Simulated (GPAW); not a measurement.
Input of a GPAW 26.7.0 run:

The input run.py:

```python
from ase.dft.bandgap import bandgap
from ase.io import read, write
from gpaw import GPAW, PW

atoms = read('Ir.xyz')

calc = GPAW(mode=PW(500),
            xc='GLLBSC',
            kpts={'size': (10, 10, 10), 'gamma': True},
            occupations={'name': 'fermi-dirac', 'width': 0.05},
            nbands=16,
            maxiter=120,
            txt='gpaw.txt')
atoms.calc = calc
energy = atoms.get_potential_energy()
calc.write('gs.gpw')
write('result.traj', atoms)
print('Fermi level:', round(calc.get_fermi_level(), 4), 'eV')
print(f'Gap: {bandgap(calc)[0]:.4f} eV, direct: {bandgap(calc, direct=True)[0]:.4f} eV')
```

Contents of Ir.xyz:

```xyz
1
Lattice="0.0000000000 1.9156000000 1.9156000000 1.9156000000 0.0000000000 1.9156000000 1.9156000000 1.9156000000 0.0000000000" Properties=species:S:1:pos:R:3 pbc="T T T"
Ir     0.0000000000      0.0000000000      0.0000000000
```

Potentials or basis: the program's PAW data sets (release 1.2.1) made for this functional, pw.

The run is started by

```sh
$ OMP_NUM_THREADS=1 python run.py
```

**Question.** Predict the band gap on the k mesh, Kohn-Sham part alone.

**Answer.** None (metal or under the smearing width).

Caveat: a model potential gives levels but no total energy. The run has no spin-orbit coupling, so splittings on Ir are missing.
